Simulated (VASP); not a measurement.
Here is a VASP 6.6.1 calculation.

Contents of INCAR:

```
  PREC = Accurate
  ENCUT = 520
  EDIFF = 1E-7
  ISMEAR = -1
  SIGMA = 0.02
  LREAL = F
  LASPH = T
  NELM = 60
  ALGO = Fast
  ISIF = 2
  LWAVE = F
  LCHARG = T
  GGA = PE
  LELF = T
  LVHAR = T
  NBANDS = 13
```

File KPOINTS:

```
regular mesh
0
Gamma
  4 4 4
```

File POSCAR:

```
O
1.0
    1.6749479049      0.9670316238      3.7319995215
   -1.6749479049      0.9670316238      3.7319995215
    0.0000000000     -1.9340632475      3.7319995215
O
2
Direct
    0.0546147200      0.0546147200      0.0546147200
    0.9453852800      0.9453852800      0.9453852800
```

Potentials or basis: VASP PAW PBE potentials, release 64 (O).

Run with:

```bash
$ cat potpaw_PBE.64/O/POTCAR > POTCAR
$ mpirun -np 1 vasp_std > vasp.out
```

Task: Predict the largest force.

Result: 0.756 eV/Å.

Task: What does it give for the pressure?

Result: -1.3 GPa.

Task: What does it give for the band gap on the k mesh?

Result: None (metal or under the smearing width).

Stress tensor (GPa, compression positive):
```
-3.52  0.00  0.00
 0.00 -3.52  0.00
 0.00  0.00  3.15
```

Caveat: the k mesh is coarse (spacing up to 0.56 Å⁻¹), so the values aren't converged; the standard files for N, O and F lose accuracy on very short bonds; spin is off for a triplet molecule.
